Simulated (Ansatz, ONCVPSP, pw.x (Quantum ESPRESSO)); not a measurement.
**What a changed setting does to a pw.x run (fcc C)**

Potential: optimised norm-conserving Vanderbilt (ONCV), ONCVPSP 4.0.1.1 (patched build), PBE; core [He], reference 2s2 2p2; waves: 2s: rc 0.90 bohr, ncon 4, nbas 8, qcut 7.6 1/bohr, local; 2p: rc 1.85 bohr, ncon 4, nbas 7, qcut 8.8 1/bohr, 2 projectors, debl 3.1 Ha; d scattering state at 0.13 Ha: rc 1.60 bohr, ncon 3, nbas 6, qcut 8.4 1/bohr, 3 projectors, debl 3.2 Ha; local part: the s channel; core correction: polynomial model core, fcfact 0.75.

The reference run (k-mesh 18³, cutoffs 155/620 Ry, Fermi–Dirac 0.01 Ry, mixing_beta 0.4, conv_thr 1e-9, no spin) gives -2.83 GPa at 7.456 Å³/atom, where all-electron LAPW gives -2.58 GPa. This run, with its own iteration cap, changes smearing to gauss.

```
&control
  calculation='scf', prefix='x', pseudo_dir='./', outdir='./tmp', tstress=.true., disk_io='none'
/
&system
  ibrav=0, nat=1, ntyp=1, ecutwfc=155, ecutrho=620, nbnd=9,
  occupations='smearing', smearing='gauss', degauss=0.01
/
&electrons
  conv_thr=1e-09, mixing_beta=0.4, electron_maxstep=60
/
ATOMIC_SPECIES
C 1.0 C.UPF
CELL_PARAMETERS angstrom
  0.00000000 1.55057211 1.55057211
  1.55057211 0.00000000 1.55057211
  1.55057211 1.55057211 0.00000000
ATOMIC_POSITIONS crystal
C 0.0000 0.0000 0.0000
K_POINTS automatic
18 18 18 0 0 0
```

```bash
pw.x < C.scf.in > C.scf.out
```

How does the run end?

It converges in 6 iterations; the free energy moves by +10.5 meV/atom and the pressure by -0.12 GPa. Gaussian smearing of the same width is narrower in effect than Fermi–Dirac, so its quadratic term in F is smaller.

```
Message from routine setup:
     using ibrav=0 with symmetry is DISCOURAGED, use correct ibrav instead
     lattice parameter (alat)  =       4.1439  a.u.
     unit-cell volume          =      50.3156 (a.u.)^3
     number of electrons       =         4.00
     number of Kohn-Sham states=            9
     kinetic-energy cutoff     =     155.0000  Ry
     charge density cutoff     =     620.0000  Ry
     scf convergence threshold =      1.0E-09
     Exchange-correlation= PBE
     number of k points=   195  Gaussian smearing, width (Ry)=  0.0100
     iteration #  1     ecut=   155.00 Ry     beta= 0.40
     total energy              =     -12.54822599 Ry
     estimated scf accuracy    <       0.00074581 Ry
     iteration #  2     ecut=   155.00 Ry     beta= 0.40
     total energy              =     -12.54821032 Ry
     estimated scf accuracy    <       0.00021893 Ry
     iteration #  3     ecut=   155.00 Ry     beta= 0.40
     total energy              =     -12.54822736 Ry
     estimated scf accuracy    <       0.00000446 Ry
     iteration #  4     ecut=   155.00 Ry     beta= 0.40
     total energy              =     -12.54822763 Ry
     estimated scf accuracy    <          9.1E-09 Ry
     iteration #  5     ecut=   155.00 Ry     beta= 0.40
     total energy              =     -12.54822763 Ry
     estimated scf accuracy    <          2.5E-09 Ry
     iteration #  6     ecut=   155.00 Ry     beta= 0.40
     the Fermi energy is    10.0736 ev
!    total energy              =     -12.54822763 Ry
     estimated scf accuracy    <          8.3E-12 Ry
     smearing contrib. (-TS)   =      -0.00031787 Ry
     The total energy is F=E-TS. E is the sum of the following terms:
     one-electron contribution =       4.32248069 Ry
     hartree contribution      =       0.40111160 Ry
     xc contribution           =      -4.75377645 Ry
     ewald contribution        =     -12.51772560 Ry
     convergence has been achieved in   6 iterations
          total   stress  (Ry/bohr**3)                   (kbar)     P=      -29.43
     Message from routine punch:
     Nothing written, as per user request (disk_io='none')
```

The run took about 30 s on one core of a shared host (Neoverse-V2, 192 threads, 1485 GiB, load 83).
